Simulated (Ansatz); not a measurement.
# GdN: the cost of one run

Method: DFT PBE, spin-orbit coupling, plane waves, PAW, in Ansatz 0.2.0.

2 further runs of the same task are left out: 2 set aside as unsound or not needed.

## 1. The starting structure

The structure is hexagonal, space group P6_3/mmc (No. 194). Conventional cell: a = 4.082 Å, b = 4.082 Å, c = 5.015 Å, α = 90.00°, β = 90.00°, γ = 120.00°. Around Gd (site symmetry -6m2) lie 5 N at 2.36 to 2.51 Å. Around N (site symmetry -6m2) lie 5 Gd at 2.36 to 2.51 Å.

Coordinates:

```cif
data_structure
_symmetry_space_group_name_H-M 'P6_3/mmc'
_symmetry_Int_Tables_number 194
_cell_length_a 4.0816
_cell_length_b 4.0816
_cell_length_c 5.0154
_cell_angle_alpha 90.000
_cell_angle_beta 90.000
_cell_angle_gamma 120.000
_cell_volume 72.36
loop_
_atom_site_label
_atom_site_type_symbol
_atom_site_symmetry_multiplicity
_atom_site_Wyckoff_symbol
_atom_site_fract_x
_atom_site_fract_y
_atom_site_fract_z
_atom_site_occupancy
Gd1 Gd 2 d 0.66667 0.33333 0.25000 1
N1 N 2 c 0.66667 0.33333 0.75000 1
```

The cell was relaxed beforehand at this level, from a generated guess; it is a trial structure. At a tolerance of 0.02 Å it has space group P6_3/mmc (No. 194); it has 18.09 Å³/atom, an uncorrected energy of -1.48 eV/atom over the elements and, on its mesh, gap 0.75 eV.

## 2. Level of theory: PBE with spin-orbit coupling

Contents of input.yaml:

```yaml
crystal:
  lattice:
    - [4.0816464143, 2.89e-08, 0.0]
    - [-2.0408232322, 3.5348094697, 0.0]
    - [0.0, 0.0, 5.0154130389]
  atoms:
    - { symbol: Gd, position: [0.6666666667, 0.3333333333, 0.5], spin: 7.48, spin_axis: [0.0, 0.0, 1.0] }
    - { symbol: Gd, position: [0.3333333333, 0.6666666667, 0.0], spin: 7.48, spin_axis: [0.0, 0.0, -1.0] }
    - { symbol: "N", position: [0.6666666667, 0.3333333333, 0.0] }
    - { symbol: "N", position: [0.3333333333, 0.6666666667, 0.5] }
basis:
  ecutwfc: 420
kpoints:
  mp_grid: { grid: [12, 12, 6] }
  band_path:
    path:
      - [[0.0, 0.0, 0.0], [0.5, 0.0, 0.0], [0.33333333, 0.33333333, 0.0], [0.0, 0.0, 0.0], [0.0, 0.0, 0.5], [0.5, 0.0, 0.5], [0.33333333, 0.33333333, 0.5], [0.0, 0.0, 0.5]]
      - [[0.5, 0.0, 0.5], [0.5, 0.0, 0.0]]
      - [[0.33333333, 0.33333333, 0.5], [0.33333333, 0.33333333, 0.0]]
    npoints: 10
hamiltonian:
  xc: pbe
scf:
  occupations: { method: gaussian, width: 0.02 }
output:
  forces: true
  stress: true
  eigenvalues: true
  populations: true
  dos: { projected: true, de: 0.02 }
  bader: false
magnetization:
  noncollinear: true
  spin_orbit: true
```

Run with:

```console
ansatz run input.yaml --threads 4 --pin off --max-ram 8192MiB --backend cpu --events-out ev --progress --plain --runs-dir out
```

What time and memory should one allow on 4 threads of Arm Neoverse V2, shared host?

About 1.9 min, with a peak of 1.5 GiB.
